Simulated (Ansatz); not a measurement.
An Ansatz input:

```yaml
crystal:
  lattice:
    - [3.962972062, 0.0, 0.0]
    - [-1.9814860309, 3.4320344802, 0.0]
    - [0.0, 0.0, 4.2227262224]
  atoms:
    - { symbol: Te, position: [0.3333333333, 0.6666666667, 0.25] }
    - { symbol: Te, position: [0.6666666667, 0.3333333333, 0.75] }
hamiltonian:
  xc: rpbe
  pseudopotentials:
    kind: paw
    azcp:
      Te: "pseudopotentials/Te.paw.azcp"
basis:
  ecutwfc: 420
  fft_grid_basis: typed
kpoints:
  mp_grid: { grid: [10, 10, 8], shift: [0, 0, 0] }
magnetization:
  spin_polarized: false
scf:
  occupations: { method: fermi_dirac, width: 0.1 }
  lower_state_search: "off"
output:
  stress: true
  write_density: true
  write_potential: true
  elf: true
  volumetric_format: npy
```

and its output:

```
Engine: ansatz 0.2.0, aarch64-unknown-linux-gnu
Pseudopotentials: kind: paw
Pseudopotential: Te, paw, valence charge 16, recommended cutoff 420 eV (normal) 
Functional definition: RPBE
  parameter kappa = 0.804
  parameter beta = 0.06672455060314922
  exchange = rpbe_x(kappa = kappa, mu = beta*pi^2/3)
  correlation = pbe_c(beta = beta)
Crystal: 2 atoms, lattice volume = 57.434 Å³
Basis set: ecut = 420 eV, 1131 PW (Γ)
Bands: 20, of which v1, the nominal top of the filled ones, is band 16 counted from 1 (15 counted from 0)
Symmetry: 24 space group operations
Space group: P63/mmc (ITA 194), of the structure as read, at distance tolerance 3.9e-5 Å
k-points: 70 of 800
Non-local potential: Te, projectors of the file, l = 0: 2, l = 1: 2, l = 2: 2, l = 3: 2
PAW form: soft (Blöchl's): semilocal exchange-correlation on the pseudo side does not see the compensation charge
PAW frozen core: Te, regenerated for the run's functional, and the local potential with it (the file was generated under x = pbe(κ = 0.804, μ = 0.2195149727645171), c = pbe(β = 0.06672455060314922))
PAW one-centre angular grid: Te, 590 points (default); XC on 64 Gauss nodes
Initial density: superposition of atomic densities (neutral atoms: chi_scale 0, normalization atom), corrected by the library's trained network
Initial wavefunctions: pseudopotential atomic-orbital guess
Functional: x = rpbe, c = pbe(β = 0.06672455060314922)
SCF iter   1: F=—  HF=-13977.091206 eV  |F-HF|=—  |Δ(HF+E_count)|=         —  Δρ=2.58e-3  dr2=1.71e-3  ethr=1.77e-3  ⟨swp⟩=5.7  Hψ=6840  notcnv=0
SCF iter   2: F=—  HF=-13977.091043 eV  |F-HF|=—  |Δ(HF+E_count)|=   1.63e-4  Δρ=1.53e-3  dr2=6.58e-4  ethr=5.35e-6  ⟨swp⟩=2.2  Hψ=3012  notcnv=0
SCF iter   3: F=—  HF=-13977.092041 eV  |F-HF|=—  |Δ(HF+E_count)|=   9.97e-4  Δρ=5.42e-4  dr2=1.11e-4  ethr=2.06e-6  ⟨swp⟩=2.0  Hψ=1826  notcnv=0
SCF iter   4: F=—  HF=-13977.092195 eV  |F-HF|=—  |Δ(HF+E_count)|=   1.54e-4  Δρ=1.03e-4  dr2=9.69e-6  ethr=3.46e-7  ⟨swp⟩=2.0  Hψ=1832  notcnv=0
SCF iter   5: F=—  HF=-13977.092200 eV  |F-HF|=—  |Δ(HF+E_count)|=   5.72e-6  Δρ=2.41e-5  dr2=5.38e-7  ethr=3.03e-8  ⟨swp⟩=2.0  Hψ=1835  notcnv=0
SCF iter   6: F=-13977.092201 eV  HF=-13977.092201 eV  |F-HF|=1.50e-8  |Δ(HF+E_count)|=   3.55e-7  Δρ=6.87e-6  dr2=3.45e-8  ethr=3.13e-10  ⟨swp⟩=11.5  Hψ=10518  notcnv=0
SCF 1 converged in 6 iterations: F = -13977.092201 eV  dr2 = 3.45e-8
SCF converged after 6 iterations
Free energy (F): -13977.092201 eV
Harris-Foulkes:  -13977.092201 eV  (|F-HF|=1.50e-8)
Internal energy: -13977.057372 eV  (E = F + TS)
E sigma→0 (E₀):  -13977.074786 eV
Entropy (-TS):   -0.034829 eV (-17.415 meV/atom)
Fermi energy:    11.451065 eV
--- Per-component energies (eV) ---
  E_band       = -454.395717
  E_kinetic    = 361.913392
  E_local      = -2171.697885  (includes V_loc(G=0)·N_el)
  E_nonlocal   = -622.927385
  E_hartree    = 1472.102048
  E_xc         = -249.578561
  E_vxc        = -208.981455  (∫ρ·V_xc dr)
  E_paw        = -9341.309088  (= ΣΔE_a)
  E_vpaw       = -756.897808  (= ΣTr[D̂ρ^β])
  E_aug_tail   = -0.000395  (compensation charges beyond the density's cutoff)
  E_ewald      = -3425.481529
  E_core_change = -0.077969  (= ΣΔE_core)
  E_smearing   = -0.034829  (= −TS)
  E_closure    = 0.000000  (closes the sum)
  Σ components = -13977.092201   (vs F -13977.092201, Δ=0.00e0)
--- Stress (GPa, compression-positive) ---
        6.089798       0.000000       0.000000
        0.000000       6.089798       0.000000
        0.000000       0.000000      10.122384
  P = ⅓ Tr σ = 7.4340 GPa (74.340 kbar)
--- Band table (eV; the first three rows and the last of 70) ---
  k-point 0: bands = ["-26.0950", "-26.0888", "-26.0888", "-26.0557", "-26.0120", "-26.0120", "-26.0043", "-26.0043", "-26.0009", "-26.0009", "-2.9516", "3.0812", "6.5581", "9.2649", "9.2649", "12.3100", "12.3100", "14.2339", "15.1782", "17.3099"]
  k-point 1: bands = ["-26.0932", "-26.0878", "-26.0878", "-26.0569", "-26.0235", "-26.0235", "-25.9991", "-25.9991", "-25.9956", "-25.9956", "-2.8263", "2.4580", "7.1893", "9.3793", "9.3793", "12.2437", "12.2437", "14.5929", "14.6613", "17.4576"]
  k-point 2: bands = ["-26.0882", "-26.0844", "-26.0844", "-26.0605", "-26.0393", "-26.0393", "-25.9947", "-25.9947", "-25.9879", "-25.9879", "-2.4521", "1.2696", "8.3986", "9.7135", "9.7135", "11.9983", "11.9983", "13.5183", "15.6613", "17.6978"]
  k-point 69: bands = ["-26.0768", "-26.0768", "-26.0567", "-26.0567", "-26.0467", "-26.0467", "-26.0003", "-26.0003", "-25.9949", "-25.9949", "0.4082", "0.4082", "5.5056", "5.5056", "7.9582", "7.9582", "14.9061", "14.9061", "19.3720", "19.3720"]
```

Launched by

```sh
ansatz run input.yaml --threads 2 --pin off --max-ram 5120MiB --backend cpu --events-out ev --progress --plain --runs-dir out
```

On 2 threads of Arm Neoverse V1 (shared host) this took about 2.8 s of wall time and 5.3 s of CPU time.
